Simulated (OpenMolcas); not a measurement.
# C4H6 (Bicyclo[1.1.0]butane): levels of theory compared

Aim: a comparison of 6 runs (HF/STO-3G, B3LYP/6-31G*, B3LYP/cc-pVDZ, PBE/cc-pVDZ, r2SCAN/cc-pVDZ, MP2/cc-pVDZ) of C4H6 (Bicyclo[1.1.0]butane). 

Program for the calculation: OpenMolcas 26.06.

### Step 1. The structure to begin with

The species is C4H6 (10 atoms), meant as a singlet with charge 0. As SMILES, `C1C2CC12`. The coordinates come from a PBE0-D4/def2-TZVP relaxation.

Bond lengths: C1–C2 1.489 Å, C2–C3 1.489 Å, C1–C4 1.489 Å, C2–C4 1.478 Å, C3–C4 1.489 Å, C1–H5 1.086 Å, C1–H6 1.091 Å, C2–H7 1.078 Å, C3–H8 1.091 Å, C3–H9 1.086 Å, C4–H10 1.078 Å. Some angles: C1–C2–C3 98.3°, C1–C2–C4 60.3°, C3–C2–C4 60.3°, C2–C1–C4 59.5°, C2–C3–C4 59.5°, C1–C4–C2 60.3°, C1–C4–C3 98.3°, C2–C4–C3 60.3°, C1–C2–H7 130.1°, C3–C2–H7 130.1°.

### Step 2. Energy and gradient at HF/STO-3G (run 1)

mol.inp reads:

```
&GATEWAY
 BasLib
 $CurrDir
 Coord
 10
 bohr
 C     -0.94554336     1.75033993    -0.95669275
 C     -0.90721972    -1.04609569    -0.64211004
 C      0.44280063    -1.16091545     1.82460616
 C      1.44051933     0.42093649    -0.27845114
 H     -1.09819544     2.46921064    -2.87295063
 H     -1.88794978     2.90556730     0.46700802
 H     -1.32430117    -2.52338909    -1.98024401
 H     -0.39062529    -0.23417486     3.46660809
 H      1.45881188    -2.89273606     2.24962447
 H      3.21170293     0.31123789    -1.27739817
 Basis
 STO-3G
 Group
 NoSym

&SEWARD

&SCF
 Thresholds
 1e-10 1e-07 1e-07 1e-05
 PrOrbitals
 1 2

&ALASKA
```

The basis set STO-3G is read from a file made from the Basis Set Exchange's data (not shown).

The run is started by

```sh
$ export MOLCAS_MEM=1860
$ pymolcas mol.inp > mol.log
```

The log of the run:

```text
--- Start Module: gateway ---
[...]
--- Stop Module: gateway /rc=_RC_ALL_IS_WELL_ ---
[...]
      Basis functions           26
[...]
--- Start Module: scf ---
[...]
       Convergence after  10 Iterations
[...]
::    Total SCF energy                               -152.9996796431
[...]
      Total spin, S                                     0.0000000000
[...]
      Total electronic charge=   30.000000
      Total            charge=   -0.000000
[...]
      Dipole Moment (debye):
      Origin of the operator (angstrom)=    0.0033   -0.0038   -0.0057
                   X=  2.8173E-01               Y= -3.3040E-01               Z= -4.8647E-01           Total=  6.5207E-01
      Quadrupole Moment (debye*angstrom):
[...]
--- Stop Module: scf /rc=_RC_ALL_IS_WELL_ ---
--- Start Module: alaska ---
[...]
 *              Molecular gradients               *
 **************************************************
  Irreducible representation: a
 ------------------------------------------------------------------------------------------
                              X                       Y                       Z
 ------------------------------------------------------------------------------------------
  C1                9.58720517184553E-03   -1.28093638814120E-02   -1.01650236338626E-02
  C2               -4.16906906565817E-03    1.30009170529100E-02    1.56971299837747E-02
  C3                6.17007123756030E-03   -5.63749298456973E-03   -1.70219011246679E-02
  C4               -1.32049036864217E-02    7.34098148633677E-03    1.42806139417395E-02
  H5                2.58350193372336E-04    2.41025605036915E-04   -2.74002613149937E-03
  H6               -8.08822868322512E-04    6.79134110410651E-05    4.95892005469933E-03
  H7                4.03633488817823E-03   -5.24735073373250E-04   -2.56500292211648E-03
  H8               -2.71749156054102E-03    4.07213302481568E-03    1.13567180280194E-03
[...]
--- Stop Module: alaska /rc=_RC_ALL_IS_WELL_ ---
[...]
```

Wall time 1.8 s (1 thread of Arm Neoverse V2, shared host); peak memory 0.37 GiB.

### Step 3. Energy and forces at B3LYP/6-31G(d) (Cartesian functions) (run 2)

mol.inp reads:

```
&GATEWAY
BasLib = $CurrDir
Coord
10
bohr
C     -0.94554336     1.75033993    -0.95669275
C     -0.90721972    -1.04609569    -0.64211004
C      0.44280063    -1.16091545     1.82460616
C      1.44051933     0.42093649    -0.27845114
H     -1.09819544     2.46921064    -2.87295063
H     -1.88794978     2.90556730     0.46700802
H     -1.32430117    -2.52338909    -1.98024401
H     -0.39062529    -0.23417486     3.46660809
H      1.45881188    -2.89273606     2.24962447
H      3.21170293     0.31123789    -1.27739817
Basis = 6-31Gs
Group = NoSym
&SEWARD
GridInput
Grid=UltraFine
End of Grid
&SCF
KSDFT = B3LYP
Thresholds = 1e-10 1e-07 1e-07 1e-05
PrOrbitals = 1 1
&ALASKA
```

The basis set 6-31G* is read from a file made from the Basis Set Exchange's data (not shown).

The run is started by

```sh
$ export MOLCAS_MEM=1860
$ pymolcas mol.inp > mol.log
```

The log of the run:

```text
--- Start Module: gateway ---
[...]
--- Stop Module: gateway /rc=_RC_ALL_IS_WELL_ ---
[...]
      Basis functions           72
[...]
--- Start Module: scf ---
[...]
       Convergence after  11 Iterations
[...]
::    Total KS-DFT energy                            -155.9476288560
[...]
      Total spin, S                                     0.0000000000
[...]
      Total electronic charge=   30.000000
      Total            charge=   -0.000000
[...]
      Dipole Moment (debye):
      Origin of the operator (angstrom)=    0.0033   -0.0038   -0.0057
                   X=  3.3157E-01               Y= -3.8884E-01               Z= -5.7252E-01           Total=  7.6741E-01
      Quadrupole Moment (debye*angstrom):
[...]
--- Stop Module: scf /rc=_RC_ALL_IS_WELL_ ---
[...]
--- Start Module: alaska ---
[...]
 *              Molecular gradients               *
 **************************************************
  Irreducible representation: a
 ------------------------------------------------------------------------------------------
                              X                       Y                       Z
 ------------------------------------------------------------------------------------------
  C1                2.75522208853030E-03   -4.97701200016287E-03    2.32393705543821E-03
  C2                6.93466538291698E-03    6.01192457586297E-03    2.83637983804885E-03
  C3               -1.03718736319069E-03    2.97938572963030E-03   -5.28062010871899E-03
  C4               -8.80769924080482E-03   -3.83329451486869E-03    3.87335211213147E-04
  H5                6.50787498215677E-04   -1.56017726329427E-03    2.02450549913413E-03
  H6                1.58756753674072E-03   -2.34068893539341E-03   -7.95800163476024E-04
  H7                7.51118663644634E-04    1.90315067329427E-03    1.61650130249358E-03
  H8                5.46209630091887E-04   -1.55711871793196E-04   -2.88176377918958E-03
[...]
--- Stop Module: alaska /rc=_RC_ALL_IS_WELL_ ---
[...]
```

It took 29 s on 1 thread of Arm Neoverse V2, shared host; peak memory 0.42 GiB.

Runs 3 to 5 aren't shown in full; the table further down has their settings and results.

### Step 4. The energy at MP2/cc-pVDZ (run 6)

mol.input reads:

```
&GATEWAY
BASLIB = $CurrDir
COORD
10
angstrom
C       -0.500360       0.926240      -0.506260
C       -0.480080      -0.553570      -0.339790
C        0.234320      -0.614330       0.965540
C        0.762290       0.222750      -0.147350
H       -0.581140       1.306650      -1.520300
H       -0.999060       1.537560       0.247130
H       -0.700790      -1.335320      -1.047900
H       -0.206710      -0.123920       1.834450
H        0.771970      -1.530770       1.190450
H        1.699560       0.164700      -0.675970
BASIS = cc-pVDZ
GROUP = NoSym
&SEWARD
&SCF
THRESHOLDS = 1e-10 1e-07 1e-07 1e-05
PRORBITALS = 1 2
&MBPT2
FROZEN = 4
```

The basis set cc-pVDZ is read from a file made from the Basis Set Exchange's data (not shown).

The run is started by

```sh
$ export MOLCAS_MEM=1860
$ pymolcas mol.input > mol.log
```

The log of the run:

```text
--- Start Module: gateway ---
[...]
--- Stop Module: gateway /rc=_RC_ALL_IS_WELL_ ---
[...]
      Basis functions           86
[...]
--- Start Module: scf ---
[...]
       Convergence after  13 Iterations
[...]
::    Total SCF energy                               -154.8835586429
[...]
      Total spin, S                                     0.0000000000
[...]
      Total electronic charge=   30.000000
      Total            charge=   -0.000000
[...]
      Dipole Moment (debye):
      Origin of the operator (angstrom)=    0.0033   -0.0038   -0.0057
                   X=  3.2121E-01               Y= -3.7671E-01               Z= -5.5465E-01           Total=  7.4345E-01
      Quadrupole Moment (debye*angstrom):
[...]
--- Stop Module: scf /rc=_RC_ALL_IS_WELL_ ---
[...]
--- Start Module: mbpt2 ---
[...]
WARNING!
Default frozen orbitals as non valence orbitals is overwritten by user input.
Default values:   4
[...]
       Reference weight ( Cref**2 )         =        0.83693
::    Total MBPT2 energy                             -155.4329444352
[...]
      Total MBPT2 calculations                           0.22      0.25
--- Stop Module: mbpt2 /rc=_RC_ALL_IS_WELL_ ---
[...]
```

Wall time 5.7 s (1 thread of Arm Neoverse V2, shared host); peak memory 0.47 GiB.

### Step 5. The series

| run | level | Cartesian functions | integration grid | energy (Eh) | dipole moment (D) of the reference | HOMO energy (eV) | LUMO energy (eV) | wall time |
| --- | --- | --- | --- | --- | --- | --- | --- | --- |
| 1 | HF/STO-3G | no | – | -152.999680 | 0.65 | -8.42 | 11.20 | 1.8 s |
| 2 | B3LYP/6-31G* (Cartesian functions) | yes | UltraFine | -155.947629 | 0.77 | -6.53 | 2.86 | 29 s |
| 3 | B3LYP/cc-pVDZ | no | UltraFine | -155.953225 | 0.73 | -6.69 | 1.91 | 42 s |
| 4 | PBE/cc-pVDZ | no | UltraFine | -155.741695 | 0.74 | -5.70 | 1.35 | 44 s |
| 5 | r2SCAN/cc-pVDZ | no | UltraFine | -155.860667 | 0.75 | -5.93 | 1.94 | 66 s |
| 6 | MP2/cc-pVDZ | no | – | -155.432944 | 0.74 | -9.66 | 5.26 | 5.7 s |

### Step 6. Summary of results

| quantity | value |
| --- | --- |
| run 6: total energy | -155.43294 Eh |
| run 6: dipole moment (mean-field density) | 0.74 D |
| run 6: HOMO energy (Hartree–Fock orbitals) | -9.66 eV |
| run 6: LUMO energy (Hartree–Fock orbitals) | 5.26 eV |
| run 6: HOMO–LUMO gap (Hartree–Fock orbitals) | 14.92 eV |
| run 6: correlation energy (4 core orbitals frozen) | -549.4 mEh |

In words: Over runs 1, 2, 3, 4, 5 the dipole moment (its size) runs from 0.65 D (HF/STO-3G) to 0.77 D (B3LYP/6-31G*). The two ends differ in method and basis. Over runs 1, 2, 3, 4, 5 the HOMO–LUMO gap runs from 7.04 eV (PBE/cc-pVDZ) to 19.62 eV (HF/STO-3G). Totals of different functionals can't be ranked against each other. In run 1 the basis is minimal, so the values are rough. All runs together took 3.2 min, the longest 66 s.
